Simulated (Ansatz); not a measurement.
# HfS2: the cost of one run

Method: DFT PBEsol, with the methods named in each step, in Ansatz 0.2.0.

## Step 1: The starting structure

The structure is trigonal, space group P-3m1 (No. 164). The conventional cell has a = 3.640 Å, b = 3.640 Å, c = 6.056 Å, α = 90.00°, β = 90.00°, γ = 120.00°. Around Hf (site symmetry -3m) lie 6 S at 2.54 Å. S (site symmetry 3m) has 3 Hf at 2.54 Å as nearest neighbours.

Structure file:

```cif
data_structure
_symmetry_space_group_name_H-M 'P-3m1'
_symmetry_Int_Tables_number 164
_cell_length_a 3.6397
_cell_length_b 3.6397
_cell_length_c 6.0556
_cell_angle_alpha 90.000
_cell_angle_beta 90.000
_cell_angle_gamma 120.000
_cell_volume 69.47
loop_
_atom_site_label
_atom_site_type_symbol
_atom_site_symmetry_multiplicity
_atom_site_Wyckoff_symbol
_atom_site_fract_x
_atom_site_fract_y
_atom_site_fract_z
_atom_site_occupancy
Hf1 Hf 1 a 0.00000 0.00000 0.00000 1
S1 S 2 d 0.66667 0.33333 0.76395 1
```

The file gives the conventional cell by its symmetry; the runs use the cell typed in the input.

Atoms are numbered in the order of the input: Hf1, S2, S3.

## Step 2: Cell and atoms relaxed, PAW

File input.yaml:

```yaml
crystal:
  lattice:
    - [3.63966418, 0.0, 0.0]
    - [-1.81983209, 3.1520416411, 0.0]
    - [0.0, 0.0, 6.05556247]
  atoms:
    - { symbol: Hf, position: [0.0, 0.0, 0.0] }
    - { symbol: S, position: [0.6666666667, 0.3333333333, 0.76395205] }
    - { symbol: S, position: [0.3333333333, 0.6666666667, 0.23604795] }
kpoints:
  mp_grid: { grid: [8, 8, 4] }
scf:
  occupations: { method: fermi_dirac, width: 0.02 }
hamiltonian:
  xc: pbesol
  pseudopotentials: { kind: paw }
output:
  forces: true
  stress: true
relax:
  f_tol: 0.005
  max_steps: 50
  cell: {}
```

The run is started by

```sh
> ansatz run input.yaml --threads 1 --pin off --max-ram 3072MiB --backend cpu --events-out ev --progress --plain --runs-dir out
```

**Question.** How long does this run take on 1 thread of Intel Xeon 6975P-C (Granite Rapids), shared host, and how much memory does it need?

About 11 s, with a peak of 0.43 GiB.
